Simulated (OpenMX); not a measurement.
Crystal: CuO.

```
Cu O
1.0
     0.00000    2.32725    2.32725
     2.32725    0.00000    2.32725
     2.32725    2.32725    0.00000
Cu O
1 1
Direct
  0.00000 0.00000 0.00000
  0.25000 0.25000 0.25000
```

Measurements of this composition are mostly on another form, of space group No. 15.

Base run:

```yaml
Program: OpenMX 3.8.5
Functional: PBE
Dispersion: D3(BJ)
Potentials_or_basis: OpenMX 2013 PBE set, Cu6.0H-s3p2d2, O6.0-s2p2d1, grid cutoff 500 Ry
k_mesh: 7 × 7 × 7
Occupations: fermi-dirac, width 0.05 eV
Spin: no spin polarisation
```

Its results: band gap on the k mesh none (metal or under the smearing width); pressure -10.1 GPa.

Task: The run is repeated on the same cell with these changes: dispersion from D3(BJ) to D3. What comes out?

Result: Band gap on the k mesh none (metal or under the smearing width); pressure -8.5 GPa.

Caveats: the basis of atomic orbitals isn't converged, which shifts pressures, moduli and gaps; an odd number of electrons without spin polarisation forces a metal; a magnetic or distorted state may lie lower; the run has no spin polarisation, though such a crystal can be magnetic; semilocal functionals often make such compounds metallic where correlation or magnetic order opens a gap, which also shifts bond lengths; pairwise dispersion overbinds metals, which lowers pressure and volume.
